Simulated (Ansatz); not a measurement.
BeTe under changes of volume

One of the cells (21.254 Å³/atom); the others are scaled copies at fixed shape and fractional positions:

```xyz
2
Lattice="0.0000 2.7700 2.7700 2.7700 0.0000 2.7700 2.7700 2.7700 0.0000" Properties=species:S:1:pos:R:3 pbc="T T T"
Te    4.1550    4.1550    4.1550
Be    0.0000    0.0000    0.0000
```

* Program: Ansatz 0.2.0
* Functional: rPW86-PBE
* Dispersion: rVV10
* Potentials or basis: Ansatz PAW
* Cutoff: 420 eV (not typed: the program's choice for these potentials)
* k mesh: 8 × 8 × 8
* Occupations: fermi-dirac, width 0.05 eV
* Spin: no spin polarisation

```csv
volume (Å³/atom),energy over the lowest point (meV/atom),pressure (GPa),gap on the mesh (eV)
19.979,84.43,10.4,1.70
20.404,59.53,8.4,1.75
20.829,39.51,6.7,1.80
21.254,23.92,5.1,1.84
21.679,12.38,3.6,1.89
22.104,?,?,?
22.529,0.00,1.1,1.97
```

Task: What does the run at 22.104 Å³/atom give?

Result: Energy over the lowest point 4.52 meV/atom; pressure 2.3 GPa; gap on the mesh 1.93 eV.

Worked out: A Birch-Murnaghan fit of order 3 (a polynomial in V^(-2/3)) to the other rows has its minimum at 22.96 Å³/atom, just outside them, with B0 = V·E''(V) = 57 GPa and B' = 3.9. It gives 4.51 meV/atom at 22.104 Å³/atom, against the run's 4.52, and -dE/dV = 2.3 GPa, against 2.3. A straight line through the other rows of the gap, of slope 2.25 eV per unit of ln V, gives 1.93 eV, against the run's 1.93.

Energies are extrapolated to zero smearing.

Caveats: spin-orbit coupling is left out, which moves the levels of the heavy elements; the PAW data sets come from PBE, with cores solved anew for the run's functional, which leaves a small shift of forces and pressure.

A mesh can miss the band edges.
